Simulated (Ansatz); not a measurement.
The system is WS2, a slab with vacuum.

```
W S
1.0
     3.18352    0.00000    0.00000
    -1.59176    2.75701    0.00000
     0.00000    0.00000   16.95058
W S
1 2
Cartesian
  0.0000 0.0000 0.0000
  0.0000 1.8380 1.5595
  0.0000 1.8380 15.3911
```

A run of Ansatz 0.2.0 on this cell left the log below. Logs are shortened: lines on timing, memory, paths and dates and some standing lists are left out, and cuts for length are marked.

```text
Warning: RAYON_NUM_THREADS=2 ignored (pool sized by the plan → 2); use --threads N
scf.n_extra_bands = 7 over 13 filled bands (N_el = 26.0): the run solves 20 bands
Engine: ansatz 0.2.0, x86_64-unknown-linux-gnu
Pseudopotentials: kind: paw
Pseudopotential: W, paw, valence charge 14, recommended cutoff 420 eV (normal), W.paw.azcp
Pseudopotential: S, paw, valence charge 6, recommended cutoff 420 eV (normal), S.paw.azcp
Functional definition: PBEsol
  exchange = pbesol_x
  correlation = pbesol_c
Crystal: 3 atoms, lattice volume = 148.775 Å³
Basis set: ecut = 420 eV, 2937 PW (Γ), exchange–correlation on 48×48×240 points (8 copies of the dense FFT grid, shifted against one another)
Bands: 20, of which v1, the nominal top of the filled ones, is band 13 counted from 1 (12 counted from 0)
Symmetry: 12 space group operations
Space group: P-6m2 (ITA 187), of the structure as read, at distance tolerance 5.3e-5 Å
k-points: 28 of 200 (time reversal used)
Non-local potential: W, projectors of the file, l = 0: 3, l = 1: 2, l = 2: 2, l = 3: 1
Non-local potential: S, projectors of the file, l = 0: 2, l = 1: 2, l = 2: 2
PAW form: soft (Blöchl's): semilocal exchange-correlation on the pseudo side does not see the compensation charge
PAW frozen core: W, regenerated for the run's functional, and the local potential with it (the file was generated under x = pbe(κ = 0.804, μ = 0.2195149727645171), c = pbe(β = 0.06672455060314922))
PAW frozen core: S, regenerated for the run's functional, and the local potential with it (the file was generated under x = pbe(κ = 0.804, μ = 0.2195149727645171), c = pbe(β = 0.06672455060314922))
PAW one-centre angular grid: W, 590 points (default); XC on 64 Gauss nodes
PAW one-centre angular grid: S, 110 points (default); XC on 64 Gauss nodes
Initial density: superposition of atomic densities (neutral atoms: chi_scale 0, normalization atom), corrected by the library's trained network
Initial wavefunctions: pseudopotential atomic-orbital guess
Functional: x = pbesol(κ = 0.804, μ = 0.12345679012345678), c = pbesol(β = 0.046)
SCF iter   1: F=—  HF=-12029.048297 eV  |F-HF|=—  |Δ(HF+E_count)|=         —  Δρ=5.53e-3  dr2=1.05e-1  ethr=1.77e-3  ⟨swp⟩=9.0  Hψ=3880  notcnv=0  defer=2
preconditioner: auto → none  [insulator: Δε(μ)=1.886 eV  Ē_g=10.315 eV  σ=0.050 eV  W_gap=1.00  n_scr=10 (ndim 8)  ℏωp=12.9 eV  f_vac=0.610  D(μ)=0.00/eV (n_scr^D=0)  ε∞_Penn≈2.6]
[... 11 lines left out ...]
SCF converged after 8 iterations
Free energy (F): -12029.039910 eV
Harris-Foulkes:  -12029.039910 eV  (|F-HF|=9.79e-10)
Internal energy: -12029.039910 eV  (E = F + TS)
E sigma→0 (E₀):  -12029.039910 eV
Fermi energy:    1.186543 eV
--- Per-component energies (eV) ---
  E_band       = -467.627426
  E_kinetic    = 665.193975
  E_local      = -12408.867355  (includes V_loc(G=0)·N_el)
  E_nonlocal   = 60.230142
  E_hartree    = 5883.551463
  E_xc         = -457.947718
  E_vxc        = -413.966188  (∫ρ·V_xc dr)
  E_paw        = -9604.434951  (= ΣΔE_a)
  E_vpaw       = -137.321263  (= ΣTr[D̂ρ^β])
  E_aug_tail   = -0.000064  (compensation charges beyond the density's cutoff)
  E_ewald      = 3832.888907
  E_core_change = 0.345691  (= ΣΔE_core)
  E_smearing   = -0.000000  (= −TS)
  E_closure    = -0.000000  (closes the sum)
  Σ components = -12029.039910   (vs F -12029.039910, Δ=0.00e0)
--- Forces (eV/Å), atoms counted from 1 ---
  atom   1  W     -0.00000000    -0.00000000     0.00000000
  atom   2  S      0.00000000     0.00000000    -0.12591487
  atom   3  S      0.00000000     0.00000000     0.12591487
  max |Σ_I F_I| component: 2.78e-17 eV/Å
--- Stress (GPa, compression-positive) ---
       -1.409558       0.000000       0.000000
        0.000000      -1.409558       0.000000
        0.000000       0.000000      -0.422939
  P = ⅓ Tr σ = -1.0807 GPa (-10.807 kbar)
--- Band table (eV; the first three rows and the last of 28) ---
  k-point 0: bands = ["-73.6725", "-37.9549", "-37.7992", "-37.7992", "-14.5394", "-12.8488", "-6.1298", "-2.6764", "-2.6764", "-1.8300", "-1.4207", "-1.4207", "0.2243", "3.1165", "3.1165", "3.3184", "3.3184", "5.2180", "5.8073", "5.8464"]
  k-point 1: bands = ["-73.6725", "-37.9549", "-37.7992", "-37.7992", "-14.5394", "-12.8488", "-6.1298", "-2.6764", "-2.6764", "-1.8300", "-1.4207", "-1.4207", "0.2243", "3.1165", "3.1165", "3.3184", "3.3184", "5.2503", "5.6175", "6.0169"]
  k-point 2: bands = ["-73.6709", "-37.9490", "-37.8321", "-37.8069", "-14.3741", "-12.7897", "-5.9351", "-3.0911", "-2.5142", "-2.4006", "-1.6725", "-1.1351", "0.1287", "2.9434", "2.9870", "3.1706", "3.4202", "5.6614", "6.0409", "6.3024"]
  k-point 27: bands = ["-73.6538", "-38.0657", "-37.9938", "-37.8858", "-12.1325", "-11.9748", "-5.4940", "-5.3215", "-4.0787", "-3.5954", "-3.0804", "-1.9933", "0.0590", "2.2061", "3.6293", "4.1246", "5.6712", "6.7785", "7.5612", "9.3808"]
```

What input gives this log?

Band structure with PBEsol, no spin polarisation. The files as run (others can give the same):

input.yaml
```yaml
crystal:
  lattice:
    - [3.1835163552, 0.0, 0.0]
    - [-1.5917581776, 2.7570060369, 0.0]
    - [0.0, 0.0, 16.95057789]
  atoms:
    - { symbol: W, position: [0.0, 0.0, 0.0] }
    - { symbol: S, position: [0.3333333333, 0.6666666667, 0.09200051] }
    - { symbol: S, position: [0.3333333333, 0.6666666667, 0.90799949] }
hamiltonian:
  xc: pbesol
  pseudopotentials: { kind: paw }
kpoints:
  mp_grid: { grid: [10, 10, 2] }
  band_path:
    path:
      - [[0.0, 0.0, 0.0], [0.5, 0.0, 0.0], [0.3333333333, 0.3333333333, 0.0], [0.0, 0.0, 0.0], [0.0, 0.0, 0.5], [0.5, 0.0, 0.5], [0.3333333333, 0.3333333333, 0.5], [0.0, 0.0, 0.5]]
      - [[0.5, 0.0, 0.5], [0.5, 0.0, 0.0]]
      - [[0.3333333333, 0.3333333333, 0.0], [0.3333333333, 0.3333333333, 0.5]]
    npoints: 14
scf:
  occupations: { method: fermi_dirac, width: 0.05 }
  n_extra_bands: 7
output:
  forces: true
  stress: true
  eigenvalues: true
  fatbands: true
  write_density: true
  write_potential: true
  elf: true
  volumetric_format: npy
```

Potentials or basis: Ansatz PAW.
The run is started by
```bash
$ ansatz run input.yaml --threads 2 --pin off --max-ram 5632MiB --backend cpu --events-out ev --progress --plain --runs-dir out
```

Caveat: the k mesh misses the band edges, so the gap on the mesh is wider than the one along the path; spin-orbit coupling is left out, which moves the levels of the heavy elements; the PAW data sets come from PBE, with cores solved anew for the run's functional, which leaves a small shift of forces and pressure.
